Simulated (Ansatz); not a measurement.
Wires are cut from relaxed bulk Au (Fm-3m, 17.03 Å³/atom, gap on the mesh 0.00 eV); atoms and period are relaxed, and energies count from that bulk.

All numbers below come from Ansatz 0.2.0, DFT PBEsol, scalar-relativistic, plane waves, PAW.

Settings: cutoff 420 eV, Γ-centred mesh 1×1×8 on the computed 10-atom cell, Gaussian smearing of 0.05 eV; no spin polarisation.

Start ([111] wire, 10 host atoms a period):

```
Au
1.0
    13.20000    0.00000    0.00000
     0.00000   13.60000    0.00000
     0.00000    0.00000    7.07322
Au
10
Direct
  0.59473 0.55308 0.00000
  0.46842 0.34076 0.33333
  0.34212 0.55308 0.66667
  0.59473 0.34076 0.00000
  0.46842 0.55308 0.33333
  0.40527 0.44692 0.00000
  0.65788 0.44692 0.33333
  0.53158 0.65924 0.66667
  0.40527 0.65924 0.00000
  0.53158 0.44692 0.66667
```

Problem. Relax it.

Solution. The free energy falls by 203 meV/atom.

```
excess energy (eV per host atom)                      : 0.979
line energy (eV/Å)                                    : 1.468
period (Å)                                            : 6.664
gap on the mesh (eV)                                  : 0
highest filled level or Fermi level under vacuum (eV) : 5.12
```

Relaxed structure:
```yaml
crystal:
  lattice:
    - [13.20000, 0.00000, 0.00000]
    - [0.00000, 13.60000, 0.00000]
    - [0.00000, 0.00000, 6.66442]
  atoms:
    - { symbol: Au, position: [0.60309, 0.55791, 0.00002] }
    - { symbol: Au, position: [0.44379, 0.38019, 0.37342] }
    - { symbol: Au, position: [0.36493, 0.51239, 0.62655] }
    - { symbol: Au, position: [0.58583, 0.35606, 0.08692] }
    - { symbol: Au, position: [0.44790, 0.58740, 0.28653] }
    - { symbol: Au, position: [0.39691, 0.44209, 0.99998] }
    - { symbol: Au, position: [0.63507, 0.48761, 0.37345] }
    - { symbol: Au, position: [0.55621, 0.61981, 0.62658] }
    - { symbol: Au, position: [0.41417, 0.64394, 0.91308] }
    - { symbol: Au, position: [0.55210, 0.41260, 0.71347] }
```

Spin-orbit coupling is left out, which matters for the bands of heavy elements.

Each run keeps its start's symmetry and one magnetic start, so lower states can exist.

The run took 2.4 min on 4 threads of Arm Neoverse V2 (shared host), peak memory 2.7 GiB.